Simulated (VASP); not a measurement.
Crystal: SiO2 (Stishovite).

```
CELL_PARAMETERS angstrom
4.27427 0.00000 0.00000
0.00000 4.27427 0.00000
0.00000 0.00000 2.73532
ATOMIC_POSITIONS crystal
Si 0.00000 0.00000 0.00000
Si 0.50000 0.50000 0.50000
O 0.30582 0.30582 0.00000
O 0.19418 0.80582 0.50000
O 0.69418 0.69418 0.00000
O 0.80582 0.19418 0.50000
```

The cell isn't the ideal one: a relaxed cell with its volume scaled by 1.06.

| Property | Result |
| --- | --- |
| Program | VASP 6.6.1 |
| Task | relaxation of shape and atoms at fixed volume |
| Functional | PBEsol |
| Potentials or basis | VASP PAW PBE potentials, release 64 (Si, O) |
| Cutoff | 600 eV |
| k mesh | 8 × 8 × 10 |
| Occupations | gaussian, width 0.03 eV |
| Spin | no spin polarisation |

At the start: pressure -16.5 GPa; volume 8.33 Å³/atom.

Problem. Where does the relaxation end?

Solution. Over 5 steps the energy falls by 3.1 meV/atom; space group P4_2/mnm (No. 136, to 0.05 Å).

Step by step:
| step | energy change (eV) | largest force (eV/Å) | pressure (GPa) |
| --- | --- | --- | --- |
| 1 | 0.0000 | 0.3537 | -16.48 |
| 2 | -0.0167 | 0.0415 | -14.61 |
| 3 | -0.0168 | 0.0700 | -14.47 |
| 4 | -0.0183 | 0.0222 | -14.15 |
| 5 | -0.0185 | 0.0007 | -14.23 |

Final structure:
```
Si O
1.0
     4.29666    0.00000    0.00000
     0.00000    4.29666    0.00000
     0.00000    0.00000    2.70688
Si O
2 4
Direct
  0.00000 0.00000 0.00000
  0.50000 0.50000 0.50000
  0.30871 0.30871 0.00000
  0.19129 0.80871 0.50000
  0.69129 0.69129 0.00000
  0.80871 0.19129 0.50000
```

Caveat: the PAW data sets were made with another functional, which shifts forces and pressure a little.
